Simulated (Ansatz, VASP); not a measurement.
**Two plane-wave programs on Zr**

INCAR

```
SYSTEM = Zr
ALGO = Normal ; EDIFF = 1E-6
ENCUT = 520 ; GGA = PE
ISIF = 2 ; ISMEAR = -1
LASPH = .True. ; LCHARG = .False.
LREAL = .False. ; LWAVE = .False.
NBANDS = 12 ; NELM = 100
PREC = Accurate ; SIGMA = 0.1
```

KPOINTS

```
k-points
0
Gamma
  14 14 14
  0 0 0
```

File POSCAR:

```
Zr
1.0
    2.5261015396      0.0000000000      0.0000000000
    0.0000000000      2.5261015396      0.0000000000
    0.0000000000      0.0000000000      2.5261015396
Zr
1
Direct
    0.0000000000      0.0000000000      0.0000000000
```

Input for Ansatz:

```yaml
crystal:
  lattice:
    - [2.5261015396, 0.0, 0.0]
    - [0.0, 2.5261015396, 0.0]
    - [0.0, 0.0, 2.5261015396]
  atoms:
    - { symbol: Zr, position: [0.0, 0.0, 0.0] }
kpoints:
  mp_grid: { grid: [14, 14, 14] }
scf:
  occupations: { method: fermi_dirac, width: 0.1 }
hamiltonian:
  xc: pbe
  pseudopotentials: { kind: paw }
output:
  forces: true
  stress: true
  eigenvalues: true
  populations: true
```

Change from the starting cell: volume scaled by 0.65, PAW files.

Alike in both runs: task single point; functional PBE; k mesh 14 × 14 × 14; occupations fermi-dirac, width 0.1 eV; no spin polarisation.

```csv
,VASP,Ansatz
version,VASP 6.6.1,Ansatz 0.2.0
potentials or method,"VASP PAW PBE potentials, release 64 (Zr_sv)","PAW with Ansatz's default frozen-core files, scalar-relativistic"
plane-wave cutoff (eV),520,420
valence electrons in the cell,12,12
```

|  | VASP | Ansatz | Ansatz less VASP |
| --- | --- | --- | --- |
| pressure (GPa) | 65.2 | 64.6 | -0.60 |

Caveats: the cell as given lies far from equilibrium; so large a pressure means that the cell lies far from this level's equilibrium, or that cutoff or potentials fall short (VASP).
